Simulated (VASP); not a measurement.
# CuO (Cc) in VASP: equation of state, part 2 of 2

VASP 6.6.1. Earlier steps stand in the parts before.

**7. Equation of state, PBE, 10.77 Å³/atom (volume scaled by 1.06)**

Input file INCAR:

```
SYSTEM = CuO
ALGO = Normal
EDIFF = 1E-7
ENCUT = 520
GGA = PE
ISIF = 2
ISMEAR = -1
LASPH = .True.
LCHARG = .False.
LREAL = .False.
LWAVE = .False.
NBANDS = 25
NELM = 60
PREC = Accurate
SIGMA = 0.05
```

Input file KPOINTS:

```
k-points
0
Gamma
  10 10 5
  0 0 0
```

Input file POSCAR:

```
CuO
1.0
    2.3906349594     -1.7470044264      0.0000000000
    2.3906349594      1.7470044264      0.0000000000
   -0.8774277226      0.0000000000      5.1586693681
Cu O
2 2
Direct
    0.0032000000      0.4968000000      0.0000000000
    0.4968000000      0.0032000000      0.5000000000
    0.5714000000      0.4056000000      0.2537000000
    0.4056000000      0.5714000000      0.7537000000
```

Potentials or basis: VASP PAW PBE potentials, release 64 (Cu, O).

Launch:

```console
> cat potpaw_PBE.64/Cu/POTCAR potpaw_PBE.64/O/POTCAR > POTCAR
> mpirun -np 1 vasp_std > vasp.out
```

OUTCAR:

```text
SYSTEM = CuO
   EDIFF = 1E-7
   ENCUT = 520
   GGA = PE
   ISIF = 2
   ISMEAR = -1
   LASPH = .True.
   LREAL = .False.
   NELM = 60
   PREC = Accurate

 Found    141 irreducible k-points:

 Following reciprocal coordinates:
            Coordinates               Weight
  0.000000  0.000000  0.000000      1.000000
  0.100000 -0.000000  0.000000      4.000000
  0.200000 -0.000000  0.000000      4.000000
  0.300000 -0.000000  0.000000      4.000000
  0.400000 -0.000000  0.000000      4.000000
  0.500000  0.000000  0.000000      2.000000
   k-points           NKPTS =    141   k-points in BZ     NKDIM =    141   number of bands    NBANDS=     25
   number of dos      NEDOS =    301   number of ions     NIONS =      4
   total plane-waves  NPLWV =  23040
   dimension x,y,z NGX =    24 NGY =   24 NGZ =   40
   dimension x,y,z NGXF=    48 NGYF=   48 NGZF=   80
   ions per type =               2   2
   NGX,Y,Z   is equivalent  to a cutoff of  13.48, 13.48, 12.71 a.u.
   NGXF,Y,Z  is equivalent  to a cutoff of  26.95, 26.95, 25.42 a.u.
 SYSTEM =  CuO
   PREC   = accura    normal or accurate (medium, high low for compatibility)
   ISTART =      0    job   : 0-new  1-cont  2-samecut
   ICHARG =      2    charge: 1-file 2-atom 10-const
   ISPIN  =      1    spin polarized calculation?
   LNONCOLLINEAR =      F non collinear calculations
   LSORBIT =      F    spin-orbit coupling
   LASPH  =      T    aspherical Exc in radial PAW
   ENCUT  =  520.0 eV  38.22 Ry    6.18 a.u.   5.51  5.51  9.73*2*pi/ulx,y,z
   NELM   =     60;   NELMIN=  2; NELMDL= -5     # of ELM steps
   EDIFF  = 0.1E-06   stopping-criterion for ELM
   LREAL  =      F    real-space projection
   EDIFFG = 0.1E-05   stopping-criterion for IOM
   NSW    =      0    number of steps for IOM
   IBRION =     -1    ionic relax: 0-MD 1-quasi-New 2-CG
   NFREE  =      0    steps in history (QN), initial steepest desc. (CG)
   ISIF   =      2    stress and relaxation
   ISYM   =      2    0-nonsym 1-usesym 2-fastsym
   POTIM  = 0.5000    time-step for ionic-motion
   TEBEG  =    0.0;   TEEND  =   0.0 temperature during run
   PSTRESS=    0.0 pullay stress
   NELECT =      34.0000    total number of electrons
   NUPDOWN=      -1.0000    fix difference up-down
   EMIN   =  10.00;   EMAX   =-10.00  energy-range for DOS
   EFERMI =   0.00;   METHOD = LEGACY
   ISMEAR =    -1;   SIGMA  =   0.05  broadening in eV -4-tet -1-fermi 0-gaus
   EFERMI_NEDOS =   21; number of points for ismear=-14 and -15
   IALGO  =     38    algorithm
   IMIX   =      4    mixing-type and parameters
     AMIX     =   0.40;   BMIX     =  1.00
     AMIX_MAG =   1.60;   BMIX_MAG =  1.00
  volume/ion in A,a.u.               =      10.77        72.70
  Fermi-wavevector in a.u.,A,eV,Ry     =   1.512781  2.858742 31.137032  2.288507
  Thomas-Fermi vector in A             =   2.622660
   LORBIT       =      0    0 simple, 1 ext, 2 COOP (PROOUT), +10 PAW based schemes
   GGA     = PE    functional components
   LHFCALC =     F    Hartree Fock is set to
   AEXX    =    0.0000 exact exchange contribution
   IVDW    =     0    specifies the selected vdW correction
   LEPSILON=     F    determine dielectric tensor
   LRPA    =     F    only Hartree local field effects (RPA)
 non-spin polarized calculation
  energy-cutoff  :      520.00
  volume of cell :       43.09
 maximum number of plane-waves:      1180
 NGX is ok and might be reduce to    24
   NGX = 11   NGY = 11   NGZ = 19

 number of electron      33.9999988 magnetization

 Free energy of the ion-electron system (eV)
  ---------------------------------------------------
  ext. energy  EPLUGINS =         0.00000000
  ---------------------------------------------------
  free energy    TOTEN  =       -19.51110042 eV

  energy without entropy =      -19.49109256  energy(sigma->0) =      -19.50109649

 E-fermi :   4.9026     XC(G=0): -11.5693

 val. band max:        4.8954892663   @ k =  -0.2000   0.3000   0.4000
 cond. band min:       4.9040321703   @ k =   0.5000   0.2000   0.4000
 fundamental gap:      0.0085429040
 Fermi energy:         4.9025877495

 k-point     1 :       0.0000    0.0000    0.0000
  band No.  band energies     occupation
      1     -14.4652      2.00000
      2     -13.3044      2.00000
      3      -2.6362      2.00000
      4      -0.2019      2.00000
      5       0.1410      2.00000
      6       1.8084      2.00000
[... 17 lines left out ...]
     24      21.0330      0.00000
     25      21.3929      0.00000

 k-point     2 :       0.1000   -0.0000    0.0000
  band No.  band energies     occupation
      1     -14.4059      2.00000
      2     -13.2846      2.00000
      3      -2.5326      2.00000
      4      -0.2174      2.00000
      5       0.1178      2.00000
      6       1.1372      2.00000
[... 17 lines left out ...]
     24      20.4231      0.00000
     25      21.3620      0.00000

 k-point     3 :       0.2000   -0.0000    0.0000
  band No.  band energies     occupation
      1     -14.2454      2.00000
      2     -13.2325      2.00000
      3      -2.2555      2.00000
      4      -0.2737      2.00000
      5       0.0029      2.00000
      6       0.2038      2.00000
[... 17 lines left out ...]
     24      19.6450      0.00000
     25      20.9067      0.00000

 k-point     4 :       0.3000   -0.0000    0.0000
  band No.  band energies     occupation
      1     -14.0350      2.00000
      2     -13.1670      2.00000
      3      -1.9063      2.00000
      4      -0.8581      2.00000
      5      -0.3352      2.00000
      6       0.1128      2.00000
[... 17 lines left out ...]
     24      18.5286      0.00000
     25      20.5349      0.00000

 k-point     5 :       0.4000   -0.0000    0.0000
  band No.  band energies     occupation
      1     -13.8533      2.00000
      2     -13.1141      2.00000
      3      -1.6569      2.00000
      4      -1.4837      2.00000
      5      -0.3538      2.00000
      6       0.1132      2.00000
[... 17 lines left out ...]
     24      17.5736      0.00000
     25      20.2151      0.00000

 k-point     6 :       0.5000    0.0000    0.0000
  band No.  band energies     occupation
      1     -13.7807      2.00000
      2     -13.0939      2.00000
      3      -1.7771      2.00000
      4      -1.4973      2.00000
      5      -0.3442      2.00000
      6       0.1098      2.00000
[... 17 lines left out ...]
     24      17.1602      0.00000
     25      20.0810      0.00000

 [... further k-points ...]

------------------------ aborting loop because EDIFF is reached ----------------------------------------

  FORCE on cell =-STRESS in cart. coord.  units (eV):
  Direction    XX          YY          ZZ          XY          YZ          ZX
  --------------------------------------------------------------------------------------
  -------------------------------------------------------------------------------------
  Total       -1.0360059     -0.1677106     -1.4871452      0.0000000      0.0000000     -0.1091559
  in kB      -38.5210254     -6.2358573    -55.2954006      0.0000000      0.0000000     -4.0586618
  external PRESSURE =     -33.3507611 kB  Pullay stress =       0.0000000 kB

 VOLUME and BASIS-vectors are now :
 -----------------------------------------------------------------------------
  energy-cutoff  :      520.00
  volume of cell :       43.09
      direct lattice vectors                 reciprocal lattice vectors
     2.390634959 -1.747004426  0.000000000     0.209149455 -0.286204198  0.035573811
     2.390634959  1.747004426  0.000000000     0.209149455  0.286204198  0.035573811
    -0.877427723  0.000000000  5.158669368     0.000000000  0.000000000  0.193848438

 POSITION                                       TOTAL-FORCE (eV/Angst)
 -----------------------------------------------------------------------------------
      1.19532      0.86232      0.00000        -0.523944      0.268167      0.196905
      0.75660     -0.86232      2.57933        -0.523944     -0.268167      0.196905
      2.11305     -0.28965      1.30875         0.523944      0.428043     -0.196905
      1.67433      0.28965      3.88809         0.523944     -0.428043     -0.196905
 -----------------------------------------------------------------------------------
    total drift:                               -0.000212     -0.000000     -0.000596

  FREE ENERGIE OF THE ION-ELECTRON SYSTEM (eV)
  ---------------------------------------------------
  free  energy   TOTEN  =       -19.5111004191 eV

  energy  without entropy=      -19.4910925553  energy(sigma->0) =      -19.50109649
```

Wall time 72 s (1 thread of Intel Xeon 6975P-C (Granite Rapids), shared host); peak memory 0.24 GiB.

Results:

| Quantity | Value |
| --- | --- |
| Free energy | -19.5111 eV |
| Pressure | -3.3 GPa |
| Largest force | 0.705 eV/Å |
| Band gap on the k mesh | none (metal or under the smearing width) |

Caveat: the run has no spin polarisation, though such a crystal can be magnetic; semilocal functionals often make such compounds metallic where correlation or magnetic order opens a gap, which also shifts bond lengths.

**8. Equation of state, PBE**

No new run: the results of the series are fitted here.

Results:

```
Equilibrium volume                        : 10.55 Å³/atom
Bulk modulus at fixed shape and positions : 160 GPa
Pressure derivative of the bulk modulus   : 4.7
```

Energy against volume, from the lowest point:
| volume (Å³/atom) | energy (meV/atom) |
| --- | --- |
| 9.553 | 57.20 |
| 9.756 | 34.91 |
| 9.959 | 18.65 |
| 10.163 | 7.78 |
| 10.366 | 1.72 |
| 10.569 | 0.00 |
| 10.772 | 2.15 |

Caveat: the cell was scaled at fixed shape and fractional positions, which overstates the stiffness of a crystal with free parameters, most of all of layers and chains; the run has no spin polarisation, though such a crystal can be magnetic.
